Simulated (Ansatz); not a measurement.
## How cost and error scale: glassy Al2O3 (180 atoms) repeated

Aim: repeat one cell of glassy Al2O3 (180 atoms) to ever larger supercells at Γ and follow error, time and memory.

Program: Ansatz 0.2.0. Level of theory: Kohn-Sham DFT, PBE, PAW (set soft_1), plane waves. Results are calculated unless marked as measured.

**Experiments to compare with.** The density of powdered alumina glass made by anodizing aluminium was measured with a helium pycnometer at room temperature (“Structure of alumina glass”, 2022, PMC8752723): density 3.05 g/cm³; number of O about Al 4.73 (by 27Al MAS NMR).

Report form: the programs' logs are mostly left out.

## Step 1: The structure

The cell holds 180 atoms: 72 Al and 108 O. Cell: a = 12.596 Å, b = 12.596 Å, c = 12.596 Å, α = 90.0°, β = 90.0°, γ = 90.0°. 180 atoms (72 Al, 108 O) placed at random at 3.05 g/cm³, melted at 4500 K for 20 ps at fixed volume with the Morse and Coulomb pair potential with partial charges (Pedone, Malavasi, Menziani, Cormack and Segre, J. Phys. Chem. B 110, 11780 (2006)). Quenched from 4500 K to 300 K at 20 K/ps and fixed volume, held 5 ps. The starting density is a measured one.

Before any run, some limits are plain. The quench rate of 20 K/ps is orders of magnitude faster than experiment, which tends to freeze in extra defects. The network of bonds at the start is that of the classical potential that made the cell, and needn't be the one that DFT or experiment would give.

## Step 2: Plane waves, typed cell on a dense mesh

The typed cell on a k-mesh is the yardstick: it samples like Γ on the cell repeated as often as the mesh has points along each axis. Its own convergence isn't tested.

The input, input.yaml:

```yaml
crystal:
  lattice:
    - [12.5958, 0.0, 0.0]
    - [0.0, 12.5958, 0.0]
    - [0.0, 0.0, 12.5958]
  atoms:
    - { symbol: Al, position: [0.09844, 0.35257, 0.8387] }
    - { symbol: Al, position: [0.63482, 0.66544, 0.25388] }
    - { symbol: Al, position: [0.86758, 0.36187, 0.7569] }
    - { symbol: Al, position: [0.92127, 0.41456, 0.98736] }
    - { symbol: Al, position: [0.47199, 0.66721, 0.40301] }
    - { symbol: Al, position: [0.22901, 0.5698, 0.77552] }
    - { symbol: Al, position: [0.94924, 0.81588, 0.67912] }
    - { symbol: Al, position: [0.31596, 0.52431, 0.01444] }
    - { symbol: Al, position: [0.53604, 0.65996, 0.96498] }
    - { symbol: Al, position: [0.82184, 0.52958, 0.31438] }
    - { symbol: Al, position: [0.21902, 0.123, 0.81561] }
    - { symbol: Al, position: [0.31332, 0.93582, 0.12234] }
    - { symbol: Al, position: [0.99822, 0.14109, 0.72606] }
    - { symbol: Al, position: [0.1506, 0.92797, 0.95966] }
    - { symbol: Al, position: [0.43311, 0.25217, 0.78411] }
    - { symbol: Al, position: [0.09677, 0.42427, 0.51597] }
    - { symbol: Al, position: [0.44478, 0.07908, 0.53462] }
    - { symbol: Al, position: [0.5131, 0.41166, 0.97793] }
    - { symbol: Al, position: [0.80821, 0.58622, 0.67625] }
    - { symbol: Al, position: [0.92797, 0.06018, 0.47744] }
    - { symbol: Al, position: [0.69168, 0.52859, 0.85164] }
    - { symbol: Al, position: [0.10083, 0.62934, 0.43104] }
    - { symbol: Al, position: [0.6795, 0.186, 0.77958] }
    - { symbol: Al, position: [0.79049, 0.16323, 0.5982] }
    - { symbol: Al, position: [0.58165, 0.85669, 0.10955] }
    - { symbol: Al, position: [0.60167, 0.39572, 0.67707] }
    - { symbol: Al, position: [0.18034, 0.76117, 0.63149] }
    - { symbol: Al, position: [0.91103, 0.93986, 0.89069] }
    - { symbol: Al, position: [0.89529, 0.74541, 0.35128] }
    - { symbol: Al, position: [0.42914, 0.16404, 0.18941] }
    - { symbol: Al, position: [0.89799, 0.29668, 0.4032] }
    - { symbol: Al, position: [0.62329, 0.10449, 0.01572] }
    [... 142 atom lines left out ...]
    - { symbol: O, position: [0.20658, 0.89103, 0.39632] }
    - { symbol: O, position: [0.8942, 0.71165, 0.21624] }
    - { symbol: O, position: [0.4678, 0.84475, 0.19663] }
    - { symbol: O, position: [0.98504, 0.09097, 0.15403] }
    - { symbol: O, position: [0.00287, 0.9348, 0.99709] }
    - { symbol: O, position: [0.06912, 0.8403, 0.60198] }
kpoints:
  mp_grid: { grid: [2, 2, 2] }
hamiltonian:
  xc: pbe
  pseudopotentials: { kind: paw, azcp: { folder: soft_1 } }
scf:
  occupations: { method: fixed }
output:
  forces: true
  stress: true
  populations: true
  dos:
    method: { smearing: { sigma: 0.08 } }
    de: 0.1
    projected: { site_lists: { Al: [Al], O: [O] } }
  eigenvalues: true
```

Launch:

```bash
$ ansatz run input.yaml --threads 32 --pin off --max-ram 92160MiB --backend cuda --events-out ev --progress --plain --runs-dir out --max-vram 78GiB
```

The job ended after 6.3 s (1 × NVIDIA GB200 with 32 threads of Arm Neoverse V2, shared host; peak memory 4.7 GiB).

That memory is the host's; the program planned up to 54.4 GiB on the GPU. Forces of this run were stored rounded, and per-atom blocks of the log weren't kept.

Numbers from this run:

```yaml
free_energy: -100218.4209 eV
free_energy_per_atom: -556.7690 eV/atom
scf_cycles: 13
pressure: 4.456 GPa
r_m_s_force_component: 0.9646 eV/Å
longest_force: 3.786 eV/Å
fermi_energy: 5.579 eV
spacing_of_highest_filled_and_lowest_empty_level: 2.902 eV
spilling_of_the_projection: 0.0082
```

The r.m.s. force component of 0.96 eV/Å sets the scale for the differences below.

## Step 3: Plane waves, 180 atoms

The typed cell is solved at Γ alone, the coarsest sampling of the series.

input.yaml, the sections that differ from step 2:

```yaml
kpoints:
  mp_grid: { grid: [1, 1, 1] }
output:
  forces: true
  eigenvalues: true
# crystal, hamiltonian, scf: as in step 2
```

Wall time 1.6 s (1 × NVIDIA GB200 with 32 threads); peak memory 1.1 GiB; 4.3 s of CPU time.

That memory is the host's; the program planned up to 5.8 GiB on the GPU.

The energy lies 0.428 meV/atom above the dense-mesh reference.

## Step 4: Support functions, 180 atoms

The typed cell is solved at Γ alone, now in support functions.

This step: Kohn-Sham DFT, PBE, PAW (set soft_1), localised support functions (medium) (Ansatz 0.2.0).

Changes to input.yaml since step 3:

```diff
@@ -14,2 +14,4 @@
   occupations: { method: fixed }
+  eigensolver: { kind: { support_functions: { accuracy: medium } } }
+  max_iter: 150
 output:
```

Run time: 3.9 s. Hardware: 1 × NVIDIA GB200 with 32 threads; peak memory 0.97 GiB.

That memory is the host's; the program planned up to 4.9 GiB on the GPU.

The program notes that the band table was not solved further than the SCF left it and it switched symmetry off.

It converged in 13 SCF cycles; the log is left out.

The energy lies 2.28 meV/atom below the dense-mesh reference, and 2.7 meV/atom below plane waves of the same size, an offset between the two bases that leaves the sampling error alike.

## Step 5: Plane waves, 1440 atoms

The cell is repeated and solved at Γ in plane waves, whose cost grows towards the cube of the size.

This step: Kohn-Sham DFT, PBE, PAW (set soft_1), plane waves (Ansatz 0.2.0).

input.yaml, the sections that differ from step 4:

```yaml
crystal:
  lattice:
    - [12.5958, 0.0, 0.0]
    - [0.0, 12.5958, 0.0]
    - [0.0, 0.0, 12.5958]
  atoms:
    [... the 180 atom lines of step 2 ...]
  supercell: [2, 2, 2]
scf:
  occupations: { method: fixed }
# kpoints, hamiltonian, output: as in step 4
```

Run time: 2.9 min. Hardware: 1 × NVIDIA GB200 with 32 threads; peak memory 3.7 GiB.

That memory is the host's; the program planned up to 77.5 GiB on the GPU.

Notices of the run: band edge not confirmed under output density; subspace factor gpu capped.

It converged in 14 SCF cycles; the log is left out.

This repeat at Γ samples the very k-points of the reference's mesh, so the two must agree.

The energy lies 0 meV/atom below the dense-mesh reference.

## Step 6: Support functions, 1440 atoms

The repeated cell is solved at Γ in support functions.

This step: Kohn-Sham DFT, PBE, PAW (set soft_1), localised support functions (medium) (Ansatz 0.2.0).

Changes to input.yaml since step 5:

```diff
@@ -15,2 +15,5 @@
   occupations: { method: fixed }
+  eigensolver: { kind: { support_functions: { accuracy: medium } } }
+  mixing: { beta: 0.2 }
+  max_iter: 150
 output:
```

It took 23 s on 1 × NVIDIA GB200 with 32 threads; peak memory 3.4 GiB; 53 s of CPU time.

That memory is the host's; the program planned up to 27.8 GiB on the GPU.

It converged in 16 SCF cycles; the log is left out.

The energy lies 2.74 meV/atom below the dense-mesh reference, and 2.7 meV/atom below plane waves of the same size, an offset between the two bases that leaves the sampling error alike.

## Step 7: Truncated density matrix, 1440 atoms

Cutting the density matrix at a range is meant to remove the step that grows fastest with size; it needs a cell with a gap.

This step: Kohn-Sham DFT, PBE, PAW (set soft_1), localised support functions (medium), truncated density matrix (Ansatz 0.2.0).

input.yaml, the sections that differ from step 6:

```yaml
scf:
  occupations: { method: fixed }
  eigensolver:
    kind:
      support_functions: { accuracy: medium, density_matrix: { truncated: {} } }
    mixed_precision: true
  mixing: { beta: 0.2 }
  max_iter: 150
output:
  forces: true
# crystal, kpoints, hamiltonian: as in step 6
```

Run time: 22 s. Hardware: 1 × NVIDIA GB200 with 32 threads; peak memory 3.4 GiB.

That memory is the host's; the program planned up to 28.7 GiB on the GPU.

The program notes that the search for missed states was only partial.

The energy lies 2.74 meV/atom below the dense-mesh reference, and 2.7 meV/atom below plane waves of the same size, an offset between the two bases that leaves the sampling error alike.

## Step 8: Cost and error against size

Differences are against the typed cell on a 2×2×2 mesh, which samples like Γ on 1440 atoms (r.m.s. force component 0.965 eV/Å, gap 2.90 eV). Every repeated cell is solved at Γ, and forces are averaged over the copies of each atom. Hardware: 1 × NVIDIA GB200 with 32 threads of Arm Neoverse V2, shared host.

| atoms | repeats | basis | Δ force, r.m.s. (meV/Å) | Δ energy (meV/atom) | less plane waves of the same size (meV/atom) | gap (eV) | spread among copies (meV/Å) | SCF cycles | time | host memory (GiB) | planned on the GPU (GiB) |
| --- | --- | --- | --- | --- | --- | --- | --- | --- | --- | --- | --- |
| 180 | 1×1×1 | plane waves | 1.42 | 0.428 | - | 2.90 | - | 13 | 1.6 s | 1.1 | 5.8 |
| 180 | 1×1×1 | support functions | 1.58 | -2.28 | -2.7 | 2.90 | - | 13 | 3.9 s | 0.97 | 4.9 |
| 1440 | 2×2×2 | plane waves | 0.004 | 0 | - | 2.90 | 0 | 14 | 2.9 min | 3.7 | 78 |
| 1440 | 2×2×2 | support functions | 0.624 | -2.74 | -2.7 | 2.90 | 0.025 | 16 | 23 s | 3.4 | 28 |
| 1440 | 2×2×2 | truncated density matrix | 0.599 | -2.74 | -2.7 | - | 0.011 | 22 | 22 s | 3.4 | 29 |

## Step 9: The reference in detail

The comparisons rest on this run, so its electronic structure is set out here.

Neighbours are counted within 2.33 Å (O-Al).

Length of the force by element and coordination:

| element | coordination | atoms | mean length of the force (eV/Å) | spread | least | most |
| --- | --- | --- | --- | --- | --- | --- |
| Al | all | 72 | 1.65 | 0.691 | 0.130 | 3.65 |
| Al | 4 | 54 | 1.67 | 0.703 | 0.130 | 3.65 |
| Al | 5 | 16 | 1.64 | 0.675 | 0.482 | 2.77 |
| Al | 6 | 2 | 1.33 | 0.326 | 1.01 | 1.66 |
| O | all | 108 | 1.39 | 0.752 | 0.225 | 3.79 |
| O | 2 | 18 | 1.44 | 0.795 | 0.477 | 3.58 |
| O | 3 | 88 | 1.37 | 0.745 | 0.225 | 3.79 |
| O | 4 | 2 | 1.85 | 0.414 | 1.44 | 2.26 |

Löwdin charges by element and coordination (they lack the spilled electrons, 0.039 e an atom on average):

| element | coordination | atoms | mean charge (e) | spread | least | most |
| --- | --- | --- | --- | --- | --- | --- |
| Al | all | 72 | 1.35 | 0.0269 | 1.26 | 1.40 |
| Al | 4 | 54 | 1.36 | 0.0194 | 1.32 | 1.40 |
| Al | 5 | 16 | 1.33 | 0.0243 | 1.28 | 1.37 |
| Al | 6 | 2 | 1.27 | 0.0073 | 1.26 | 1.28 |
| O | all | 108 | -0.835 | 0.0206 | -0.887 | -0.788 |
| O | 2 | 18 | -0.864 | 0.0179 | -0.887 | -0.820 |
| O | 3 | 88 | -0.830 | 0.0149 | -0.869 | -0.791 |
| O | 4 | 2 | -0.794 | 0.006 | -0.800 | -0.788 |

Density of states as counts of states in windows of 1 eV (from the Fermi level), total and some projections:

| from (eV) | to (eV) | total | O p | Al p | Al s |
| --- | --- | --- | --- | --- | --- |
| -14 | -8 | 0.0 | 0.0 | 0.0 | 0.0 |
| -8 | -7 | 27.4 | 20.5 | 1.8 | 4.4 |
| -7 | -6 | 67.7 | 51.5 | 5.9 | 8.6 |
| -6 | -5 | 84.2 | 66.1 | 11.2 | 4.5 |
| -5 | -4 | 102.8 | 85.6 | 12.1 | 2.5 |
| -4 | -3 | 117.3 | 104.0 | 9.2 | 1.3 |
| -3 | -2 | 119.6 | 111.6 | 4.9 | 0.6 |
| -2 | -1 | 89.8 | 85.2 | 2.6 | 0.3 |
| -1 | 0 | 38.5 | 36.8 | 1.0 | 0.1 |
| 0 | 1 | 0.7 | 0.6 | 0.0 | 0.0 |
| 1 | 2 | 0.0 | 0.0 | 0.0 | 0.0 |
| 2 | 3 | 0.2 | 0.0 | 0.0 | 0.1 |
| 3 | 4 | 3.9 | 0.4 | 0.9 | 1.5 |
| 4 | 5 | 10.4 | 1.5 | 3.4 | 2.8 |

The curve was stored every 0.10 eV, coarse against its broadening of 0.08 eV, so these counts are rough.

With fixed occupations the program's Fermi level is the highest filled level; weight inside the gap is the broadening of levels at its edges.

Between -20 and -14 eV lie 216 more states.

Not all projections were asked for or kept, so they needn't add up to the total.

The levels nearest the highest filled one (over half full), pooled over k-points and spins:

| level less the highest filled one (eV) | occupation |
| --- | --- |
| -0.003 | 2 |
| -0.0025 | 2 |
| -0.0019 | 2 |
| -0.0013 | 2 |
| -6.0e-4 | 2 |
| 0 | 2 |
| 2.90 | 0 |
| 3.25 | 0 |
| 3.28 | 0 |
| 3.33 | 0 |
| 3.50 | 0 |
| 3.51 | 0 |

Mean Löwdin charges: Al +1.35, O -0.84 e (they miss 0.82 % of the electrons, so they add up to more than the cell's charge). The largest share in the top eV of filled states is O p (97 % of the projected weight), and in the lowest eV of empty states Al s (41 % of the projected weight).

## Step 10: What came out

```json
{
  "free energy per atom": "-556.7690 eV/atom",
  "pressure": "4.456 GPa",
  "r.m.s. force component": "0.9646 eV/Å",
  "gap (highest filled to lowest empty level)": "2.902 eV",
  "wall time of the 6 DFT runs": "3.9 min"
}
```

**Reading.** Repeating the cell at Γ samples more k-points: in plane waves the energy difference from the dense mesh goes from 0.428 meV/atom at 180 atoms to 0 at 1440, and the force difference from 1.4 to 0.004 meV/Å; the gap stays at 2.90 eV. With plane waves, the time grows as the 2.3 power of the atom count between the two largest sizes, 180 and 1440 atoms. With support functions, the time grows as the 0.9 power of the atom count between the two largest sizes, 180 and 1440 atoms. The smaller run is short enough for fixed overheads to flatten this slope. At 1440 atoms truncation (run in mixed precision) changes the energy by +0.0022 meV/atom and takes 0.97 times the time of the full density matrix. At equal size the support functions lie 2.7 meV/atom below plane waves, likely because their grid holds more waves than 420 eV; no run tests this. Support functions take 2.5 times the time of plane waves at 180 atoms and 0.13 times at 1440, so the crossover lies within the series. The truncated run is already faster than plane waves at 1440 atoms (0.13 times their time).

The highest filled and lowest empty levels differ by 2.90 eV (on the run's k-points); a semilocal functional tends to put such gaps too low. In a disordered cell it changes from sample to sample, and tail or defect levels can set it.

Caveats: The force components of 0.96 eV/Å r.m.s. hold both thermal displacement and the mismatch between the potential that made the cell and DFT. The stress is far from hydrostatic: its diagonal is 6.6, 4.1, 2.7 GPa, compression counted positive. The pressure of 4.5 GPa is that of one thermal frame, in which the classical model's bond lengths enter as well as the volume, without the kinetic term.

Against the measurements quoted at the start:

| quantity | measured | this cell | difference | method of the measurement |
| --- | --- | --- | --- | --- |
| number of O about Al | 4.73 | 4.28 | -9.6 % | 27Al MAS NMR |

The cell differs from the measured neighbour counts by up to 9.6 %. The network comes from the model that made the cell; DFT did not move the atoms, so distances and counts test that model. Our coordination numbers hang on a cutoff, and experiments count neighbours in their own ways.

[Logs are printed without paths, hosts, clocks, repeated set-up lines and the standing remarks that a program may print on its own settings, such as how far it seeks lower states.]

[Hosts, paths, dates, database ids (printed as entryN), source tags and the programs' standing remarks are cut or masked in the printed files.]
